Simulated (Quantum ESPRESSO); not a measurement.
# TiO2 (P4_2/mnm) in Quantum ESPRESSO: a series of runs

One crystal, TiO2, is run at these levels: LDA; tasks: single point, equation of state, band structure.

Everything below comes from runs of Quantum ESPRESSO 7.5. Logs are shortened: lines on timing, memory, paths and dates and some standing lists are left out, and cuts for length are marked.

**Measured values to compare with.**

From “Shallow Valence Band of Rutile GeO2 and P-type Doping”, 2020, arxiv:2011.08928, for a bulk crystal of TiO2 at 1.6 K: band gap 3.03 eV (direct).

The runs below are set against these values where they give the same quantity.

## 1. The crystal as given

Symmetry: P4_2/mnm, No. 136, tetragonal system. The conventional cell has a = 4.600 Å, b = 4.600 Å, c = 2.959 Å, α = 90.00°, β = 90.00°, γ = 90.00°. Ti (site symmetry mmm) is surrounded by 6 O at 1.95 to 1.98 Å. O (site symmetry m2m) has 3 Ti at 1.95 to 1.98 Å as nearest neighbours.

The cell is a database's computed one.

## 2. Single point, LDA, 9.81 Å³/atom

The input, pw.in:

```
&CONTROL
  calculation = 'scf'
  prefix = 'pwscf'
  outdir = './tmp'
  pseudo_dir = './pseudo'
  tstress = .true.
  disk_io = 'nowf'
/
&SYSTEM
  ibrav = 0
  nat = 6
  ntyp = 2
  ecutwfc = 45
  ecutrho = 360
  nbnd = 33
  occupations = 'smearing'
  smearing = 'fd'
  degauss = 0.00367493
/
&ELECTRONS
  conv_thr = 1.2d-09
  electron_maxstep = 120
  mixing_beta = 0.5
/
ATOMIC_SPECIES
Ti    47.8670 ti_lda_v1.4.uspp.F.UPF
O     15.9990 o_lda_v1.2.uspp.F.UPF
CELL_PARAMETERS angstrom
   4.5059367448    0.0000000000    0.0000000000
   0.0000000000    4.5059367448    0.0000000000
   0.0000000000    0.0000000000    2.8988044961
ATOMIC_POSITIONS crystal
Ti     0.0000000000    0.0000000000    0.5000000000
Ti     0.5000000000    0.5000000000    0.0000000000
O      0.3043213200    0.3043213200    0.5000000000
O      0.1956786800    0.8043213200    0.0000000000
O      0.8043213200    0.1956786800    0.0000000000
O      0.6956786800    0.6956786800    0.5000000000
K_POINTS automatic
6 6 9 0 0 0
```

Potentials or basis: GBRV 1.5 LDA.

Run with:

```
OMP_NUM_THREADS=1 mpirun -n 2 pw.x -nk 2 -in pw.in > pw.out
```

pw.out:

```text
This program is part of the open-source Quantum ESPRESSO suite
     for quantum simulation of materials; please cite
[... 13 lines left out ...]
     --------------------
     sticks:   dense  smooth     PW     G-vecs:    dense   smooth      PW
     Sum        2085    1041    325                45805    16231    2753

     Using Slab Decomposition

     bravais-lattice index     =            0
     lattice parameter (alat)  =       8.5150  a.u.
     unit-cell volume          =     397.1785 (a.u.)^3
     number of atoms/cell      =            6
     number of atomic types    =            2
     number of electrons       =        48.00
     number of Kohn-Sham states=           33
     kinetic-energy cutoff     =      45.0000  Ry
     charge density cutoff     =     360.0000  Ry
     scf convergence threshold =      1.2E-09
     mixing beta               =       0.5000
     number of iterations used =            8  plain     mixing
     Exchange-correlation= SLA  PZ   NOGX NOGC
                           (   1   1   0   0   0   0   0)

     celldm(1)=   8.514986  celldm(2)=   0.000000  celldm(3)=   0.000000
     celldm(4)=   0.000000  celldm(5)=   0.000000  celldm(6)=   0.000000

     crystal axes: (cart. coord. in units of alat)
               a(1) = (   1.000000   0.000000   0.000000 )
               a(2) = (   0.000000   1.000000   0.000000 )
               a(3) = (   0.000000   0.000000   0.643330 )

     reciprocal axes: (cart. coord. in units 2 pi/alat)
               b(1) = (  1.000000  0.000000  0.000000 )
               b(2) = (  0.000000  1.000000  0.000000 )
               b(3) = (  0.000000  0.000000  1.554412 )

     PseudoPot. # 1 for Ti read from file:
     ti_lda_v1.4.uspp.F.UPF
     Pseudo is Ultrasoft + core correction, Zval = 12.0
     Generated by new atomic code, or converted to UPF format
     Using radial grid of  851 points,  6 beta functions with:
                l(1) =   0
                l(2) =   0
                l(3) =   1
                l(4) =   1
                l(5) =   2
                l(6) =   2
     Q(r) pseudized with  6 coefficients,  rinner =    1.000   1.000   1.000
                                                       1.000   1.000

     PseudoPot. # 2 for O  read from file:
     o_lda_v1.2.uspp.F.UPF
     Pseudo is Ultrasoft + core correction, Zval =  6.0
     Generated by new atomic code, or converted to UPF format
     Using radial grid of  737 points,  5 beta functions with:
                l(1) =   0
                l(2) =   0
                l(3) =   1
                l(4) =   1
                l(5) =   2
     Q(r) pseudized with  8 coefficients,  rinner =    0.900   0.900   0.900
                                                       0.900   0.900

     atomic species   valence    mass     pseudopotential
     Ti               12.00    47.86700     Ti( 1.00)
     O                 6.00    15.99900     O ( 1.00)

     16 Sym. Ops., with inversion, found ( 8 have fractional translation)

   Cartesian axes

     site n.     atom                  positions (alat units)
         1        Ti     tau(   1) = (   0.0000000   0.0000000   0.3216650  )
         2        Ti     tau(   2) = (   0.5000000   0.5000000   0.0000000  )
         3        O      tau(   3) = (   0.3043213   0.3043213   0.3216650  )
         4        O      tau(   4) = (   0.1956787   0.8043213   0.0000000  )
         5        O      tau(   5) = (   0.8043213   0.1956787   0.0000000  )
         6        O      tau(   6) = (   0.6956787   0.6956787   0.3216650  )

     number of k points=    50  Fermi-Dirac smearing, width (Ry)=  0.0037
                       cart. coord. in units 2pi/alat
        k(    1) = (   0.0000000   0.0000000   0.0000000), wk =   0.0061728
        k(    2) = (   0.0000000   0.0000000   0.1727125), wk =   0.0123457
        k(    3) = (   0.0000000   0.0000000   0.3454249), wk =   0.0123457
        k(    4) = (   0.0000000   0.0000000   0.5181374), wk =   0.0123457
        k(    5) = (   0.0000000   0.0000000   0.6908498), wk =   0.0123457
        k(    6) = (   0.0000000   0.1666667   0.0000000), wk =   0.0246914
[... 42 lines left out ...]
        k(   49) = (  -0.5000000  -0.5000000   0.5181374), wk =   0.0123457
        k(   50) = (  -0.5000000  -0.5000000   0.6908498), wk =   0.0123457

     Dense  grid:    45805 G-vectors     FFT dimensions: (  54,  54,  36)

     Smooth grid:    16231 G-vectors     FFT dimensions: (  40,  40,  24)

     Check: negative core charge=   -0.000012

     Initial potential from superposition of free atoms

     starting charge      45.9999, renormalised to      48.0000

     negative rho (up, down):  1.406E-03 0.000E+00
     Starting wfcs are   36 randomized atomic wfcs

     Self-consistent Calculation

     iteration #  1     ecut=    45.00 Ry     beta= 0.50
     Davidson diagonalization with overlap
     ethr =  1.00E-02,  avg # of iterations =  2.0

     negative rho (up, down):  1.625E-03 0.000E+00
[... 76 lines left out ...]
     iteration # 10     ecut=    45.00 Ry     beta= 0.50
     Davidson diagonalization with overlap
     ethr =  1.57E-11,  avg # of iterations =  2.5

     negative rho (up, down):  1.356E-03 0.000E+00

     End of self-consistent calculation

          k = 0.0000 0.0000 0.0000 (  1991 PWs)   bands (ev):

   -46.3879 -46.3629 -23.1042 -23.1042 -22.8854 -22.8854 -22.8367 -22.7881
    -8.5346  -7.2142  -6.2784  -6.2784   3.5545   3.9392   4.2119   5.6068
     5.6068   6.9702   6.9702   7.6235   8.9746   9.2009   9.2009   9.6675
    11.5984  11.9145  12.1932  12.3124  12.3124  14.5960  14.6415  16.8534
    16.8534
[... 347 lines left out ...]
   -46.3197 -46.3197 -23.3896 -23.3896 -22.9301 -22.9301 -22.8794 -22.8794
    -7.1397  -7.1397  -6.5903  -6.5903   4.3967   4.3967   5.1023   5.1023
     5.9506   5.9506   6.9418   6.9418   8.0833   8.0833   8.8449   8.8449
    12.1501  12.1501  13.1037  13.1037  13.3570  13.3570  15.7012  15.7012
    16.7956

          k =-0.5000-0.5000 0.0000 (  2032 PWs)   bands (ev):

   -46.3752 -46.3752 -23.1235 -23.1235 -22.8739 -22.8739 -22.8122 -22.8122
    -7.7705  -7.7705  -6.4459  -6.4459   3.7720   3.7720   5.5252   5.5252
     6.5825   6.5825   7.2429   7.2429   8.3419   8.3419   8.5764   8.5764
    11.6522  11.6522  12.3389  12.3389  13.8052  13.8052  16.1012  16.1012
    16.8410

          k =-0.5000-0.5000 0.1727 (  2008 PWs)   bands (ev):

   -46.3685 -46.3685 -23.1045 -23.1045 -22.8843 -22.8843 -22.8711 -22.8711
    -7.6436  -7.6436  -6.5175  -6.5175   3.9361   3.9361   5.1392   5.1392
     7.1120   7.1120   7.3369   7.3369   7.8849   7.8849   8.4071   8.4071
    11.9189  11.9189  12.4240  12.4240  13.6638  13.6638  16.1720  16.1720
    16.6510

          k =-0.5000-0.5000 0.3454 (  2024 PWs)   bands (ev):

   -46.3516 -46.3516 -23.0631 -23.0631 -23.0543 -23.0543 -22.8660 -22.8660
    -7.3195  -7.3195  -6.6991  -6.6991   4.3578   4.3578   4.7180   4.7180
     6.9590   6.9590   7.5951   7.5951   7.6667   7.6667   8.1981   8.1981
    12.4123  12.4123  12.6411  12.6411  13.2841  13.2841  16.2708  16.2708
    16.3436

          k =-0.5000-0.5000 0.5181 (  2020 PWs)   bands (ev):

   -46.3323 -46.3323 -23.2602 -23.2602 -22.9905 -22.9905 -22.8662 -22.8662
    -6.9435  -6.9435  -6.9057  -6.9057   4.5376   4.5376   4.7922   4.7922
     6.1770   6.1770   7.2672   7.2672   7.9362   7.9362   8.6658   8.6658
    12.8029  12.8029  12.8450  12.8450  12.8845  12.8845  16.2406  16.2486
    16.2524

          k =-0.5000-0.5000 0.6908 (  2032 PWs)   bands (ev):

   -46.3196 -46.3196 -23.3854 -23.3854 -22.9361 -22.9361 -22.8786 -22.8786
    -7.0405  -7.0405  -6.6919  -6.6919   4.5210   4.5210   4.8812   4.8812
     5.9466   5.9466   6.8972   6.8972   8.1991   8.1991   8.9571   8.9571
    12.4474  12.4474  13.0426  13.0426  13.1011  13.1011  16.1677  16.1677
    16.3006

     the Fermi energy is    10.6109 ev

!    total energy              =    -368.42463394 Ry
     estimated scf accuracy    <          2.1E-10 Ry
     smearing contrib. (-TS)   =      -0.00000000 Ry
     internal energy E=F+TS    =    -368.42463394 Ry

     The total energy is F=E-TS. E is the sum of the following terms:
     one-electron contribution =    -117.59386495 Ry
     hartree contribution      =      83.43015369 Ry
     xc contribution           =     -64.66989348 Ry
     ewald contribution        =    -269.59102919 Ry

     convergence has been achieved in  10 iterations

     Computing stress (Cartesian axis) and pressure

     negative rho (up, down):  1.356E-03 0.000E+00
          total   stress  (Ry/bohr**3)                   (kbar)     P=       78.11
   0.00050366   0.00000000   0.00000000           74.09        0.00        0.00
   0.00000000   0.00050366   0.00000000            0.00       74.09        0.00
   0.00000000   0.00000000   0.00058553            0.00        0.00       86.14

=------------------------------------------------------------------------------=
   JOB DONE.
=------------------------------------------------------------------------------=
```

Wall time 30 s (2 MPI ranks of Arm Neoverse V2, shared host); peak memory 0.38 GiB.

What came out:

* Free energy: -5012.6725 eV
* Pressure: 7.8 GPa
* Band gap on the k mesh: 1.93 eV, direct

Caveat: an odd mesh through Γ misses points on the zone boundary, where band edges often lie.

## 3. Single point, LDA, 10.02 Å³/atom

Edit pw.in of step 2 so:

```diff
@@ -28,5 +28,5 @@
 CELL_PARAMETERS angstrom
-   4.5059367448    0.0000000000    0.0000000000
-   0.0000000000    4.5059367448    0.0000000000
-   0.0000000000    0.0000000000    2.8988044961
+   4.5376697393    0.0000000000    0.0000000000
+   0.0000000000    4.5376697393    0.0000000000
+   0.0000000000    0.0000000000    2.9192192849
 ATOMIC_POSITIONS crystal
```

Potentials or basis: GBRV 1.5 LDA.

Run with:

```
OMP_NUM_THREADS=1 mpirun -n 2 pw.x -nk 2 -in pw.in > pw.out
```

It took 30 s on 2 MPI ranks of Arm Neoverse V2, shared host; peak memory 0.32 GiB.

The run converged. Its results:

```yaml
Free_energy: -5012.7115 eV
Pressure: 1.8 GPa
Band_gap_on_the_k_mesh: 1.88 eV, direct
```

Caveat: an odd mesh through Γ misses points on the zone boundary, where band edges often lie.

## 4. Single point, LDA, 10.23 Å³/atom

Edit pw.in of step 3 so:

```diff
@@ -28,5 +28,5 @@
 CELL_PARAMETERS angstrom
-   4.5376697393    0.0000000000    0.0000000000
-   0.0000000000    4.5376697393    0.0000000000
-   0.0000000000    0.0000000000    2.9192192849
+   4.5689650023    0.0000000000    0.0000000000
+   0.0000000000    4.5689650023    0.0000000000
+   0.0000000000    0.0000000000    2.9393524679
 ATOMIC_POSITIONS crystal
```

Run with:

```
OMP_NUM_THREADS=1 mpirun -n 2 pw.x -nk 2 -in pw.in > pw.out
```

Run time: 31 s. Hardware: 2 MPI ranks of Arm Neoverse V2, shared host; peak memory 0.32 GiB.

Results (log left out):

| Property | Result |
| --- | --- |
| Free energy | -5012.7063 eV |
| Pressure | -3.5 GPa |
| Band gap on the k mesh | 1.83 eV, direct |

Caveat: an odd mesh through Γ misses points on the zone boundary, where band edges often lie.

## 5. Single point, LDA, 10.44 Å³/atom

Edit pw.in of step 4 so:

```diff
@@ -28,5 +28,5 @@
 CELL_PARAMETERS angstrom
-   4.5689650023    0.0000000000    0.0000000000
-   0.0000000000    4.5689650023    0.0000000000
-   0.0000000000    0.0000000000    2.9393524679
+   4.5998373239    0.0000000000    0.0000000000
+   0.0000000000    4.5998373239    0.0000000000
+   0.0000000000    0.0000000000    2.9592135600
 ATOMIC_POSITIONS crystal
```

Run with:

```
OMP_NUM_THREADS=1 mpirun -n 2 pw.x -nk 2 -in pw.in > pw.out
```

It took 31 s on 2 MPI ranks of Arm Neoverse V2, shared host; peak memory 0.32 GiB.

Results (log left out):

```yaml
Free_energy: -5012.6613 eV
Pressure: -8.3 GPa
Band_gap_on_the_k_mesh: 1.78 eV, direct
```

Caveat: an odd mesh through Γ misses points on the zone boundary, where band edges often lie.

## 6. Single point, LDA, 10.64 Å³/atom

Edit pw.in of step 5 so:

```diff
@@ -28,5 +28,5 @@
 CELL_PARAMETERS angstrom
-   4.5998373239    0.0000000000    0.0000000000
-   0.0000000000    4.5998373239    0.0000000000
-   0.0000000000    0.0000000000    2.9592135600
+   4.6303007105    0.0000000000    0.0000000000
+   0.0000000000    4.6303007105    0.0000000000
+   0.0000000000    0.0000000000    2.9788115719
 ATOMIC_POSITIONS crystal
```

Potentials or basis: GBRV 1.5 LDA.

Run with:

```
OMP_NUM_THREADS=1 mpirun -n 2 pw.x -nk 2 -in pw.in > pw.out
```

Run time: 41 s. Hardware: 2 MPI ranks of Arm Neoverse V2, shared host; peak memory 0.34 GiB.

Results (log left out):

```
Free energy            : -5012.5807 eV
Pressure               : -12.6 GPa
Band gap on the k mesh : 1.74 eV, direct
```

Caveat: an odd mesh through Γ misses points on the zone boundary, where band edges often lie.

## 7. Single point, LDA, 10.85 Å³/atom

Edit pw.in of step 6 so:

```diff
@@ -28,5 +28,5 @@
 CELL_PARAMETERS angstrom
-   4.6303007105    0.0000000000    0.0000000000
-   0.0000000000    4.6303007105    0.0000000000
-   0.0000000000    0.0000000000    2.9788115719
+   4.6603684408    0.0000000000    0.0000000000
+   0.0000000000    4.6603684408    0.0000000000
+   0.0000000000    0.0000000000    2.9981550462
 ATOMIC_POSITIONS crystal
```

Run with:

```
OMP_NUM_THREADS=1 mpirun -n 2 pw.x -nk 2 -in pw.in > pw.out
```

It took 39 s on 2 MPI ranks of Arm Neoverse V2, shared host; peak memory 0.34 GiB.

It converged, with:

```yaml
Free_energy: -5012.4682 eV
Pressure: -16.4 GPa
Band_gap_on_the_k_mesh: 1.69 eV, direct
```

Caveat: an odd mesh through Γ misses points on the zone boundary, where band edges often lie.

## 8. Single point, LDA, 11.06 Å³/atom

Edit pw.in of step 7 so:

```diff
@@ -28,5 +28,5 @@
 CELL_PARAMETERS angstrom
-   4.6603684408    0.0000000000    0.0000000000
-   0.0000000000    4.6603684408    0.0000000000
-   0.0000000000    0.0000000000    2.9981550462
+   4.6900531165    0.0000000000    0.0000000000
+   0.0000000000    4.6900531165    0.0000000000
+   0.0000000000    0.0000000000    3.0172520901
 ATOMIC_POSITIONS crystal
```

Run with:

```
OMP_NUM_THREADS=1 mpirun -n 2 pw.x -nk 2 -in pw.in > pw.out
```

Run time: 42 s. Hardware: 2 MPI ranks of Arm Neoverse V2, shared host; peak memory 0.34 GiB.

The run converged. Its results:

* Free energy: -5012.3271 eV
* Pressure: -19.9 GPa
* Band gap on the k mesh: 1.65 eV, direct

Caveat: an odd mesh through Γ misses points on the zone boundary, where band edges often lie.

## 9. Equation of state, LDA

Potentials or basis: GBRV 1.5 LDA.

This step only gathers the single runs of the series.

Results:

```
Equilibrium volume                        : 10.10 Å³/atom
Bulk modulus at fixed shape and positions : 263 GPa
Pressure derivative of the bulk modulus   : 4.3
```

Energy against volume, from the lowest point:
```
volume (Å³/atom)  energy (meV/atom)
           9.809               6.49
          10.018               0.00
          10.227               0.86
          10.435               8.36
          10.644              21.80
          10.853              40.54
          11.062              64.05
```

Caveat: the cell was scaled at fixed shape and fractional positions, which overstates the stiffness of a crystal with free parameters, most of all of layers and chains.

(Part 1 of 2 ends here.)
